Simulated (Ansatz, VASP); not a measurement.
## One calculation of Si3Mo, two programs

```
CELL_PARAMETERS angstrom
0.00000 3.48663 3.48663
3.48663 0.00000 3.48663
3.48663 3.48663 0.00000
ATOMIC_POSITIONS crystal
Si 0.25000 0.25000 0.25000
Si 0.50000 0.50000 0.50000
Si 0.75000 0.75000 0.75000
Mo 0.00000 0.00000 0.00000
```

Change from the starting cell: species swapped into the Li3Mg type (Fm-3m, No. 225).

Alike in both runs: task relaxation of cell and atoms; functional PBE; k mesh 4 × 4 × 4; occupations gaussian, width 0.1 eV; no spin polarisation.

|  | VASP | Ansatz |
| --- | --- | --- |
| version | VASP 6.6.1 | Ansatz 0.2.0 |
| potentials or method | VASP PAW PBE potentials, release 64 (Si, Mo_sv) | scalar-relativistic, plane waves, PAW |
| plane-wave cutoff (eV) | 600 | 420 |
| valence electrons in the cell | 26 | 26 |

```tsv
	VASP	Ansatz	Ansatz less VASP
gap on the k mesh at the Fermi level, each at its own relaxed structure (eV)	none	none	-
relaxed volume (Å³/atom)	14.43	14.36	-0.063
relaxed cell length with the largest relative difference (Å)	4.337	4.331	-0.0063
energy change over the relaxation (meV/atom)	-678	-680	-1.9
```

A gap of «none» marks a metal or a gap that the smearing closes.

Caveats: the k mesh is coarse (spacing up to 0.39 Å⁻¹), so the values aren't converged; the volume moved by over 15 % at a fixed basis, so the end points are rough (VASP).
